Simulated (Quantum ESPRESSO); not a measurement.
**SiO2: zone-centre phonons under several settings**

```
CELL_PARAMETERS angstrom
-2.83790 2.83790 5.66021
2.83790 -2.83790 5.66021
2.83790 2.83790 -5.66021
ATOMIC_POSITIONS crystal
Si 0.87500 0.26362 0.88862
Si 0.01362 0.62500 0.88862
Si 0.73638 0.12500 0.11138
Si 0.37500 0.98638 0.11138
O 0.63373 0.13373 0.50000
O 0.46788 0.96788 0.93575
O 0.03212 0.53212 0.06425
O 0.11627 0.11627 0.00000
O 0.88373 0.88373 0.00000
O 0.86627 0.36627 0.50000
O 0.28212 0.71788 0.00000
O 0.71788 0.28212 0.00000
```

The cell comes from a database or a generator and needn't be the stable form of this composition.

All runs used Quantum ESPRESSO 7.5; k mesh 2 × 2 × 2, shifted; relaxed cell; no spin polarisation; cutoff 612 eV; occupations smeared at first, fixed for the response.

| level | potentials | volume (Å³/atom) | lowest optical mode without the field (cm⁻¹) | highest optical mode without the field (cm⁻¹) |
| --- | --- | --- | --- | --- |
| PBEsol | GBRV 1.5 PBEsol | 14.95 | 81i | 1153 |
| PBE | GBRV 1.5 PBE | ? | ? | ? |

**Question.** What stands in the row left open?

**Answer.** Volume 15.21 Å³/atom; lowest optical mode without the field 77i cm⁻¹; highest optical mode without the field 1134 cm⁻¹.

Values marked i are imaginary: the cell is unstable against those modes at that level, or the meshes are too thin.

Caveats: all runs use coarse meshes; some modes are imaginary.

For the row left open. Caveat: the k mesh is coarse (spacing up to 0.78 Å⁻¹), so the values aren't converged; some modes are imaginary.
